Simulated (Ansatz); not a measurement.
Calculated with Ansatz (gas phase, PBE0-D4/def2-TZVP geometries, no zero-point term in ΔE). CBS: MP2 limit from def2 TZ/QZ plus the TZ coupled-cluster correction, frozen cores. This one scheme is used for every species. DFT in def2-TZVPP. Each species was taken in one conformer, which may not be the lowest.

`FC(F)C(F)(C(F)F)C(F)(F)F` + H–F → `FC(F)C(F)(F)C(F)F` + `FC(F)F`  (substitution at a C–C bond)

| level | ΔE (kJ/mol) |
| --- | --- |
| B97M-V | -4.2 |
| MP2/CBS(def2) | 10.3 |

Q: What does CCSD(T)/CBS give? (Best estimate.)

A: The calculation gave: +5.8 kJ/mol. The listed levels differ from it by -10.0, 4.5 kJ/mol.

Largest T1 diagnostic among the species: 0.012.

In def2-TZVPP, CCSD(T) changes the Hartree–Fock value by +36.1 kJ/mol (the triples alone add +4.4 kJ/mol) and MP2 by +40.6 kJ/mol. From BLYP to BHLYP (50 % exact exchange), in def2-TZVPP and without D4, ΔE moves by +8.2 kJ/mol.

CCSD(T)/CBS has its own doubt, a few kJ/mol and more with outer-core shells, so smaller differences from it don't rank the levels.
